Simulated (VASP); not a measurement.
Wanted: the native input for a VASP 6.6.1 run.

- Task: single point
- Functional: PBE
- Dispersion: D3(BJ)
- Potentials or basis: VASP PAW PBE potentials, release 64 (C, F)
- Cutoff: 520 eV
- k mesh: 12 × 12 × 1
- Occupations: gaussian, width 0.1 eV
- Spin: no spin polarisation
- Dipole correction: yes
- Further INCAR settings: ALGO = Normal; EDIFF = 1e-06; NBANDS = 24

The structure of C2F lies in POSCAR:

```
C2F
1.0
    2.3811144607      0.0000000000      0.0000000000
   -1.1905572304      2.0621056123      0.0000000000
    0.0000000000      0.0000000000     38.5658740441
C F
4 2
Direct
    0.3333333333      0.6666666667      0.2593047362
    0.6666666667      0.3333333333      0.1463910512
    0.6666666667      0.3333333333      0.3722021480
    0.0000000000      1.0000000000      0.2592884631
    0.0000000000      1.0000000000      0.1815371309
    0.3333333333      0.6666666667      0.3370560683
```

The cell was built by a generator and needn't be a form met in nature.

One way to write it, as run:

INCAR

```
SYSTEM = C2F
  PREC = Accurate
  ENCUT = 520
  EDIFF = 1E-6
  ISMEAR = 0
  SIGMA = 0.1
  LREAL = .False.
  LASPH = .True.
  NELM = 80
  ALGO = Normal
  ISIF = 2
  LWAVE = .False.
  LCHARG = .True.
  LDIPOL = .True.
  IDIPOL = 3
  DIPOL = 0.5 0.5 0.259
  GGA = PE
  IVDW = 12
  LELF = .True.
  LVHAR = .True.
  LVACPOTAV = .True.
  NBANDS = 24
```

KPOINTS

```
Automatic mesh
0
Gamma
  12 12 1
  0 0 0
```

Potentials or basis: VASP PAW PBE potentials, release 64 (C, F).

Run with:

```console
$ cat potpaw_PBE.64/C/POTCAR potpaw_PBE.64/F/POTCAR > POTCAR
$ mpirun -np 1 vasp_std > vasp.out
```

Results of the run:

| Property | Result |
| --- | --- |
| Largest force | 0.023 eV/Å |
| Band gap on the k mesh | none (metal or under the smearing width) |
| Dispersion energy per atom | -0.103 eV |
| Work function of the upper face | 5.24 eV |
| Work function of the lower face | 5.24 eV |

Wall time 3.2 min on 1 thread of Intel(R) Xeon(R) Platinum 8259CL CPU @ 2.50GHz (Skylake/Cascade Lake), with other jobs on the host, peak memory 0.33 GiB.
